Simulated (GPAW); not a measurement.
Crystal: BN.

```
N B
1.0
     2.49824    0.00000    0.00000
    -1.24912    2.16354    0.00000
     0.00000    0.00000    6.63570
N B
2 2
Direct
  0.66667 0.33333 0.25000
  0.33333 0.66667 0.75000
  0.66667 0.33333 0.75000
  0.33333 0.66667 0.25000
```

Base run:

```yaml
Program: GPAW 26.7.0
Functional: r2SCAN
Potentials_or_basis: GPAW PAW data sets (gpaw-data 1.2.1)
Cutoff: 800 eV
Basis: pw
k_mesh: 9 × 9 × 3
Occupations: fermi-dirac, width 0.05 eV
Spin: no spin polarisation
```

Its results: band gap on the k mesh 5.02 eV, indirect (least direct gap 5.31 eV); pressure 0.2 GPa; largest force 0.009 eV/Å.

Question: The run is repeated on the same cell with these changes: functional from r2SCAN to rSCAN. What comes out?

Answer: Band gap on the k mesh 4.98 eV, indirect (least direct gap 5.27 eV); pressure -0.9 GPa; largest force 0.008 eV/Å.

Caveats: the PAW data sets were made with another functional, which shifts forces and pressure a little; the mesh misses the band edges, which the band path finds closer together.

Not every run made on this cell is shown here.
